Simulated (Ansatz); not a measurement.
# KTaO3 (Pm-3m) in Ansatz: further runs

One crystal, KTaO3, is run at these levels: r2SCAN+U; tasks: relaxation of cell and atoms.

Program: Ansatz 0.2.0. These are calculated values, not measurements. Logs are shortened: lines on timing, memory, paths and dates and some standing lists are left out, and cuts for length are marked.

**1. Starting point**

Symmetry: Pm-3m, No. 221, cubic system. Conventional cell: a = 3.988 Å, b = 3.988 Å, c = 3.988 Å, α = 90.00°, β = 90.00°, γ = 90.00°. Ta (site symmetry m-3m) is surrounded by 6 O at 1.99 Å. K (site symmetry m-3m) has 12 O at 2.82 Å as nearest neighbours. O (site symmetry 4/mmm) has 2 Ta at 1.99 Å as nearest neighbours.

**2. Relaxation of cell and atoms, r2SCAN+U**

File input.yaml:

```yaml
crystal:
  lattice:
    - [3.9883, 0.0, 0.0]
    - [0.0, 3.9883, 0.0]
    - [0.0, 0.0, 3.9883]
  atoms:
    - { symbol: Ta, position: [0.0, 0.0, 0.0] }
    - { symbol: K, position: [0.5, 0.5, 0.5] }
    - { symbol: O, position: [0.0, 0.0, 0.5] }
    - { symbol: O, position: [0.0, 0.5, 0.0] }
    - { symbol: O, position: [0.5, 0.0, 0.0] }
hamiltonian:
  xc: r2scan
  pseudopotentials: { kind: paw }
  hubbard: { sites: [{ species: Ta, l: d, u_eff: 2.0 }] }
kpoints:
  mp_grid: { grid: [7, 7, 7] }
scf:
  occupations: { method: fermi_dirac, width: 0.05 }
output:
  forces: true
  stress: true
  eigenvalues: true
relax:
  f_tol: 0.01
  max_steps: 40
  cell: { stress_tol: 0.05 }
```

Potentials or basis: Ansatz PAW.

The run is started by

```
ansatz run input.yaml --threads 2 --pin off --max-ram 5632MiB --backend cpu --events-out ev --progress --plain --runs-dir out
```

The log of the run:

```text
Warning: RAYON_NUM_THREADS=2 ignored (pool sized by the plan → 2); use --threads N
Ta: projections on atomic orbitals take those of the free atom [Kr 4d10 4f14] 5s2 5p6 5d3 6s2, of charge +0.00 (hamiltonian.pseudopotentials.projection_atoms); the dataset's partial waves leave at most 6.0e-5 of an orbital's norm unspanned inside its sphere
K: projections on atomic orbitals take those of the free atom [Ne] 3s2 3p6 4s1, of charge +0.00 (hamiltonian.pseudopotentials.projection_atoms); the dataset's partial waves leave at most 2.3e-7 of an orbital's norm unspanned inside its sphere
O: projections on atomic orbitals take those of the free atom [He] 2s2 2p4, of charge +0.00 (hamiltonian.pseudopotentials.projection_atoms); the dataset's partial waves leave at most 1.9e-8 of an orbital's norm unspanned inside its sphere
Engine: ansatz 0.2.0, aarch64-unknown-linux-gnu
Pseudopotentials: kind: paw
Pseudopotential: Ta, paw, valence charge 13, recommended cutoff 500 eV (meta_gga), Ta.paw.azcp
Pseudopotential: K, paw, valence charge 9, recommended cutoff 500 eV (meta_gga), K.paw.azcp
Pseudopotential: O, paw, valence charge 6, recommended cutoff 500 eV (meta_gga), O.paw.azcp
Functional definition: r2SCAN
  parameter k0 = 0.174
  parameter k1 = 0.065
  parameter a1 = 4.9479
  exchange = r2scan_x(k0 = k0, k1 = k1, a1 = a1)
  correlation = r2scan_c
Crystal: 5 atoms, lattice volume = 63.440 Å³
Basis set: ecut = 500 eV, 1575 PW (Γ), exchange–correlation on 120×120×120 points (64 copies of the dense FFT grid, shifted against one another)
Bands: 25, of which v1, the nominal top of the filled ones, is band 20 counted from 1 (19 counted from 0)
Symmetry: 48 space group operations
Space group: Pm-3m (ITA 221), of the structure as read, at distance tolerance 4.0e-5 Å
k-points: 20 of 343
Non-local potential: Ta, projectors of the file, l = 0: 3, l = 1: 2, l = 2: 2, l = 3: 1
Non-local potential: K, projectors of the file, l = 0: 3, l = 1: 2, l = 2: 2
Non-local potential: O, projectors of the file, l = 0: 2, l = 1: 2, l = 2: 1
PAW form: soft (Blöchl's): semilocal exchange-correlation on the pseudo side does not see the compensation charge
PAW frozen core: Ta, regenerated for the run's functional (the file was generated under x = pbe(κ = 0.804, μ = 0.2195149727645171), c = pbe(β = 0.06672455060314922))
PAW frozen core: K, regenerated for the run's functional (the file was generated under x = pbe(κ = 0.804, μ = 0.2195149727645171), c = pbe(β = 0.06672455060314922))
PAW frozen core: O, regenerated for the run's functional (the file was generated under x = pbe(κ = 0.804, μ = 0.2195149727645171), c = pbe(β = 0.06672455060314922))
PAW one-centre angular grid: Ta, 590 points (default); XC on 160 Gauss nodes
PAW one-centre angular grid: K, 302 points (default); XC on 160 Gauss nodes
PAW one-centre angular grid: O, 302 points (default); XC on 160 Gauss nodes
Initial density: superposition of atomic densities (chi_scale 0.1, normalization cell, long waves kept (reshape's long-wave potential 0.00 eV rms))
Initial wavefunctions: pseudopotential atomic-orbital guess
Functional: x = r2scan, c = r2scan; τ floored in thin density (d = 2e-4 eV/Å³)
SCF iter   1: F=—  HF=-13197.624236 eV  |F-HF|=—  |Δ(HF+E_count)|=         —  Δρ=6.34e-2  dr2=2.65e0  dr2_τ=4.29e-1  ethr=3.10e-3  ⟨swp⟩=6.4  Hψ=2530  notcnv=0
preconditioner: auto → Resta (q_TF=auto, 2.526 Å⁻¹)  ε∞=3.9  [insulator: Δε(μ)=3.692 eV  Ē_g=14.884 eV  σ=0.050 eV  W_gap=1.00  n_scr=18 (ndim 8)  ℏωp=25.5 eV  f_vac=0.000  D(μ)=0.00/eV (n_scr^D=0)  ε∞_Penn≈3.9]
SCF iter   2: F=—  HF=-13197.357565 eV  |F-HF|=—  |Δ(HF+E_count)|=   2.67e-1  Δρ=3.52e-2  dr2=5.73e-1  dr2_τ=9.55e-2  ethr=3.10e-3  ⟨swp⟩=2.9  Hψ=1036  notcnv=0  defer=20
SCF iter   3: F=—  HF=-13197.369353 eV  |F-HF|=—  |Δ(HF+E_count)|=   1.18e-2  Δρ=1.27e-2  dr2=1.04e-1  dr2_τ=1.42e-2  ethr=1.43e-3  ⟨swp⟩=2.5  Hψ=921  notcnv=0  defer=20
SCF iter   4: F=—  HF=-13197.364726 eV  |F-HF|=—  |Δ(HF+E_count)|=   4.63e-3  Δρ=3.72e-3  dr2=5.58e-3  dr2_τ=9.32e-4  ethr=2.60e-4  ⟨swp⟩=2.7  Hψ=883  notcnv=0  defer=20
SCF iter   5: F=—  HF=-13197.366090 eV  |F-HF|=—  |Δ(HF+E_count)|=   1.36e-3  Δρ=7.25e-4  dr2=2.79e-4  dr2_τ=4.36e-5  ethr=1.39e-5  ⟨swp⟩=3.0  Hψ=1013  notcnv=0  defer=19
SCF iter   6: F=—  HF=-13197.366180 eV  |F-HF|=—  |Δ(HF+E_count)|=   9.04e-5  Δρ=9.27e-5  dr2=3.44e-6  dr2_τ=2.34e-6  ethr=6.98e-7  ⟨swp⟩=2.0  Hψ=765  notcnv=0  defer=19
SCF iter   7: F=—  HF=-13197.366181 eV  |F-HF|=—  |Δ(HF+E_count)|=   6.90e-7  Δρ=2.56e-5  dr2=3.38e-7  dr2_τ=2.90e-8  ethr=8.60e-9  ⟨swp⟩=2.1  Hψ=849  notcnv=0  defer=18
SCF iter   8: F=-13197.366181 eV  HF=-13197.366181 eV  |F-HF|=1.46e-9  |Δ(HF+E_count)|=   1.14e-7  Δρ=2.77e-6  dr2=3.77e-9  dr2_τ=5.64e-10  ethr=2.50e-10  ⟨swp⟩=11.7  Hψ=2454  notcnv=0
SCF 1 converged in 8 iterations: F = -13197.366181 eV  dr2 = 3.77e-9
[... 19 lines left out ...]
SCF iter   3: F=-13197.366796 eV  HF=-13197.366796 eV  |F-HF|=3.80e-8  |Δ(HF+E_count)|=   1.75e-7  Δρ=1.52e-5  dr2=1.03e-7  dr2_τ=1.52e-8  ethr=3.03e-10  ⟨swp⟩=3.2  Hψ=2116  notcnv=0
SCF 3 converged in 3 iterations: F = -13197.366796 eV  dr2 = 1.03e-7
relax step   3: F+E_penalty+E_count = -13197.36679626 eV  Δ(F+E_penalty+E_count) = -7.634e-5 eV  max|allowed force component| = 3.545e-30 eV/Å  Δτ_max = 0.0000 Å  P = -0.002 GPa  Ω = 63.708 Å³  energy of the carried Pulay correction = -1.190e-4 eV  (3 SCF iters, dr2 threshold 1.21e-7 eV, accepted)
Initial wavefunctions: pseudopotential atomic-orbital guess (no wavefunctions were taken with the density)
iter 1 solved again at ethr=1.70e-8 eV; its pass at ethr=3.10e-3 eV (dr2=6.79e-6 eV) is discarded
SCF iter   1: F=—  HF=-13197.366882 eV  |F-HF|=—  |Δ(HF+E_count)|=         —  Δρ=9.71e-5  dr2=2.16e-7  dr2_τ=5.23e-8  ethr=1.70e-8  ⟨swp⟩=3.5  Hψ=4048  notcnv=0
preconditioner: auto → Resta (q_TF=auto, 2.525 Å⁻¹)  ε∞=4.3  [insulator: Δε(μ)=2.944 eV  Ē_g=14.071 eV  σ=0.050 eV  W_gap=1.00  n_scr=18 (ndim 8)  ℏωp=25.5 eV  f_vac=0.013  D(μ)=0.00/eV (n_scr^D=0)  ε∞_Penn≈4.3]
SCF iter   2: F=—  HF=-13197.366907 eV  |F-HF|=—  |Δ(HF+E_count)|=   2.50e-5  Δρ=4.90e-5  dr2=6.33e-8  dr2_τ=9.28e-7  ethr=5.41e-10  ⟨swp⟩=2.0  Hψ=819  notcnv=0
SCF iter   3: F=—  HF=-13197.366914 eV  |F-HF|=—  |Δ(HF+E_count)|=   6.84e-6  Δρ=1.23e-5  dr2=1.18e-8  dr2_τ=5.28e-8  ethr=1.58e-10  ⟨swp⟩=2.0  Hψ=814  notcnv=0
SCF iter   4: F=—  HF=-13197.366914 eV  |F-HF|=—  |Δ(HF+E_count)|=   4.10e-7  Δρ=2.18e-6  dr2=4.90e-10  dr2_τ=1.59e-9  ethr=2.94e-11  ⟨swp⟩=2.0  Hψ=789  notcnv=0
SCF iter   5: F=-13197.366914 eV  HF=-13197.366914 eV  |F-HF|=1.82e-12  |Δ(HF+E_count)|=   1.09e-8  Δρ=2.49e-7  dr2=3.79e-11  dr2_τ=7.82e-12  ethr=1.00e-12  ⟨swp⟩=3.4  Hψ=2067  notcnv=0
SCF 4 converged in 5 iterations: F = -13197.366914 eV  dr2 = 3.79e-11
relax step   4: F+E_penalty+E_count = -13197.36691436 eV  Δ(F+E_penalty+E_count) = -1.181e-4 eV  max|allowed force component| = 5.003e-30 eV/Å  Δτ_max = 0.0000 Å  P = -0.003 GPa  Ω = 63.708 Å³  stress off target by 3.21e-3 GPa  SCF on the basis re-selected at this cell (its energy is not comparable with the rows above)  (5 SCF iters)
basis re-selected at this cell: Δ(F+E_penalty+E_count) = -1.181e-4 eV, ΔP = -0.001 GPa vs the last step (what re-selecting the basis moved, of the pressure what is left beyond the Pulay correction that the steps carried, after the strain that the cell walked since its last selection, with what the two solves' SCF thresholds leave and, on support functions, any second-order correction that the steps lacked; it is no measure of the basis error at this ecutwfc). This SCF's stress stands 3.21e-3 GPa from its target on what of the cell is left free (relax.cell.stress_tol is 5.00e-2 GPa) and its largest allowed force component is 5.00e-30 eV/Å (relax.f_tol is 1.00e-2 eV/Å): within both
SCF converged after 5 iterations
Free energy (F): -13197.366914 eV
Harris-Foulkes:  -13197.366914 eV  (|F-HF|=1.82e-12)
Internal energy: -13197.366914 eV  (E = F + TS)
E sigma→0 (E₀):  -13197.366914 eV
Fermi energy:    9.886195 eV
--- Per-component energies (eV) ---
  E_band       = -290.447066
  E_kinetic    = 1149.219466
  E_local      = -2226.832105  (includes V_loc(G=0)·N_el)
  E_nonlocal   = 168.221553
  E_hartree    = 779.198798
  E_xc         = -559.931377
  E_vxc        = -726.492259  (∫ρ·V_xc dr)
  E_hubbard    = 1.998717  (on-site DFT+U / exact-exchange correction)
  E_vhub       = 1.198210  (the Hubbard potential's part of the band-sum identity)
  E_paw        = -9690.822808  (= ΣΔE_a)
  E_vpaw       = -256.421235  (= ΣTr[D̂ρ^β])
  E_aug_tail   = 0.002965  (compensation charges beyond the density's cutoff)
  E_vtau       = 42.258876  (kinetic-family band-sum trace: ∫τ·v_τ [+ j·A + Jᵃ·Aᵃ] dr)
  E_ewald      = -2817.373835
  E_core_change = -1.048288  (= ΣΔE_core)
  E_smearing   = -0.000000  (= −TS)
  E_closure    = 0.000000  (closes the sum)
  Σ components = -13197.366914   (vs F -13197.366914, Δ=0.00e0)
--- Forces (eV/Å), atoms counted from 1 ---
  atom   1  Ta     0.00000000     0.00000000    -0.00000000
  atom   2  K     -0.00000000     0.00000000    -0.00000000
  atom   3  O     -0.00000000    -0.00000000     0.00000000
  atom   4  O      0.00000000    -0.00000000    -0.00000000
  atom   5  O     -0.00000000    -0.00000000     0.00000000
  max |Σ_I F_I| component: 4.93e-30 eV/Å
--- Stress (GPa, compression-positive) ---
       -0.003209      -0.000000      -0.000000
       -0.000000      -0.003209       0.000000
       -0.000000       0.000000      -0.003209
  P = ⅓ Tr σ = -0.0032 GPa (-0.032 kbar)
--- Band table (eV; the first three rows and the last of 20) ---
  k-point 0: bands = ["-61.3016", "-27.0703", "-27.0703", "-27.0703", "-19.9788", "-10.1018", "-9.3656", "-9.3656", "-2.7647", "-2.7647", "-2.7647", "5.8987", "5.8987", "5.8987", "7.3444", "7.3444", "7.3444", "7.7693", "7.7693", "7.7693", "11.3172", "11.3172", "11.3172", "15.5359", "15.5359"]
  k-point 1: bands = ["-61.3015", "-27.0880", "-27.0697", "-27.0697", "-19.9737", "-10.0433", "-9.3619", "-9.2601", "-2.7562", "-2.7562", "-2.7398", "5.3923", "5.8873", "5.8873", "7.0854", "7.0854", "7.2419", "7.2542", "7.6774", "7.6774", "11.3440", "11.8667", "11.8667", "15.5424", "15.9990"]
  k-point 2: bands = ["-61.3010", "-27.1275", "-27.0682", "-27.0682", "-19.9624", "-9.9796", "-9.3536", "-8.9232", "-2.7371", "-2.7371", "-2.6834", "4.0780", "5.8746", "5.8746", "6.5486", "6.5486", "6.6229", "7.0616", "7.5898", "7.5898", "11.4055", "12.9875", "12.9875", "15.5560", "16.7229"]
  k-point 19: bands = ["-61.3004", "-27.1513", "-27.1511", "-27.1511", "-19.9241", "-8.6070", "-8.5473", "-8.5473", "-2.9737", "-2.9737", "-2.9360", "2.9838", "3.0752", "3.0752", "4.5888", "4.6689", "4.6689", "8.3215", "8.3215", "8.3734", "15.1595", "15.2134", "15.2134", "18.2526", "18.2526"]
Occupation matrices written to <dir>
--- Relaxed structure (3 steps of the walk, 3 accepted, 1 SCFs on fresh bases) ---
  F+E_penalty+E_count = -13197.36691436 eV   max|allowed force component| = 5.003e-30 eV/Å   (the final SCF, on the basis selected at the relaxed cell)
  cell:  # Å, volume = 63.7082 Å³
    - [3.993910833484394, -8.024708101613482e-36, -6.419766481290786e-35]
    - [-8.024708101613482e-36, 3.993910833484394, 3.209883240645393e-35]
    - [-3.209883240645393e-35, 3.209883240645393e-35, 3.993910833484394]
  atoms:
    - { symbol: Ta, position: [-9.05428038439116e-37, -3.0180934615384437e-37, 6.287694711736669e-38] }
    - { symbol: K, position: [0.5, 0.5, 0.5] }
    - { symbol: O, position: [6.036186922843575e-37, 1.3832928365994418e-37, 0.5] }
    - { symbol: O, position: [6.036186922729196e-37, 0.5, 6.287694711736628e-38] }
    - { symbol: O, position: [0.5, 1.3832928365308286e-37, 6.287694711599582e-38] }
```

Run time: 13 s. Hardware: 2 threads of Arm Neoverse V1, shared host; peak memory 0.51 GiB.

What came out:

| Quantity | Value |
| --- | --- |
| Free energy | -13197.3669 eV |
| Relaxed volume | 12.74 Å³/atom |
| Relaxed cell | a = 3.994 Å, b = 3.994 Å, c = 3.994 Å, α = 90.00°, β = 90.00°, γ = 90.00° |
| Space group after relaxing (to 0.05 Å) | Pm-3m (No. 221) |
| Energy gained by relaxing | 0.1 meV/atom |
| Ionic steps | 4 |
| Pressure after relaxing | 0.0 GPa |
| Band gap on the k mesh | 2.94 eV, indirect (least direct gap 3.55 eV) |

The path:
| step | energy change (eV) | largest force (eV/Å) | volume (Å³) |
| --- | --- | --- | --- |
| 1 | 0.0000 | 0.0000 | 63.44 |
| 2 | -0.0005 | 0.0000 | 63.78 |
| 3 | -0.0006 | 0.0000 | 63.71 |
| 4 | -0.0007 | 0.0000 | 63.71 |

Final structure:
```yaml
crystal:
  lattice:
    - [3.99391, 0.00000, 0.00000]
    - [0.00000, 3.99391, 0.00000]
    - [0.00000, 0.00000, 3.99391]
  atoms:
    - { symbol: Ta, position: [0.00000, 0.00000, 0.00000] }
    - { symbol: K, position: [0.50000, 0.50000, 0.50000] }
    - { symbol: O, position: [0.00000, 0.00000, 0.50000] }
    - { symbol: O, position: [0.00000, 0.50000, 0.00000] }
    - { symbol: O, position: [0.50000, 0.00000, 0.00000] }
```

Eigenvalues of the final occupation matrices:
| site | spin | trace | eigenvalues |
| --- | --- | --- | --- |
| site 1 | 1 | 1.40 | 0.25 0.25 0.25 0.33 0.33 |

Caveat: odd divisions of the mesh miss points on the zone boundary, where band edges often lie, so the gap on the mesh can be too wide; the plane-wave basis is chosen anew once the cell has moved, so the energies of steps on either side of that aren't comparable; spin-orbit coupling is left out, which moves the levels of the heavy elements; the PAW data sets come from PBE, with cores solved anew for the run's functional, which leaves a small shift of forces and pressure. A k mesh can miss the band edges.

**3. Relaxation of cell and atoms, r2SCAN+U**

Changes to input.yaml since step 2:

```diff
@@ -14,3 +14,3 @@
   pseudopotentials: { kind: paw }
-  hubbard: { sites: [{ species: Ta, l: d, u_eff: 2.0 }] }
+  hubbard: { sites: [{ species: Ta, l: d, u_eff: 3.0 }] }
 kpoints:
```

Potentials or basis: Ansatz PAW.

The run is started by

```
ansatz run input.yaml --threads 2 --pin off --max-ram 5632MiB --backend cpu --events-out ev --progress --plain --runs-dir out
```

Run time: 12 s. Hardware: 2 threads of Arm Neoverse V1, shared host; peak memory 0.51 GiB.

The run converged. Its results:

- Free energy: -13196.3731 eV
- Relaxed volume: 12.76 Å³/atom
- Relaxed cell: a = 3.996 Å, b = 3.996 Å, c = 3.996 Å, α = 90.00°, β = 90.00°, γ = 90.00°
- Space group after relaxing (to 0.05 Å): Pm-3m (No. 221)
- Energy gained by relaxing: 0.3 meV/atom
- Ionic steps: 4
- Pressure after relaxing: 0.0 GPa
- Band gap on the k mesh: 3.09 eV, indirect (least direct gap 3.70 eV)

Step by step:
```csv
step,energy change (eV),largest force (eV/Å),volume (Å³)
1,0.0000,0.0000,63.44
2,-0.0011,0.0000,63.90
3,-0.0012,0.0000,63.81
4,-0.0014,0.0000,63.81
```

Final structure:
```
Ta K O
1.0
     3.99600    0.00000    0.00000
     0.00000    3.99600    0.00000
     0.00000    0.00000    3.99600
Ta K O
1 1 3
Cartesian
  0.0000 0.0000 0.0000
  1.9980 1.9980 1.9980
  0.0000 0.0000 1.9980
  0.0000 1.9980 0.0000
  1.9980 0.0000 0.0000
```

Levels at points of the mesh, in eV from the valence-band top:
| k point | band 16 | band 17 | band 18 | band 19 | band 20 | band 21 | band 22 | band 23 | band 24 | band 25 |
| --- | --- | --- | --- | --- | --- | --- | --- | --- | --- | --- |
| (0.00, 0.00, 0.00) | -1.03 | -1.03 | -0.62 | -0.62 | -0.62 | 3.09 | 3.09 | 3.09 | 7.13 | 7.13 |

Eigenvalues of the final occupation matrices:
| site | spin | trace | eigenvalues |
| --- | --- | --- | --- |
| site 1 | 1 | 1.38 | 0.24 0.24 0.24 0.33 0.33 |

Caveat: odd divisions of the mesh miss points on the zone boundary, where band edges often lie, so the gap on the mesh can be too wide; the plane-wave basis is chosen anew once the cell has moved, so the energies of steps on either side of that aren't comparable; spin-orbit coupling is left out, which moves the levels of the heavy elements; the PAW data sets come from PBE, with cores solved anew for the run's functional, which leaves a small shift of forces and pressure. Zero-point motion and thermal expansion aren't in these numbers.
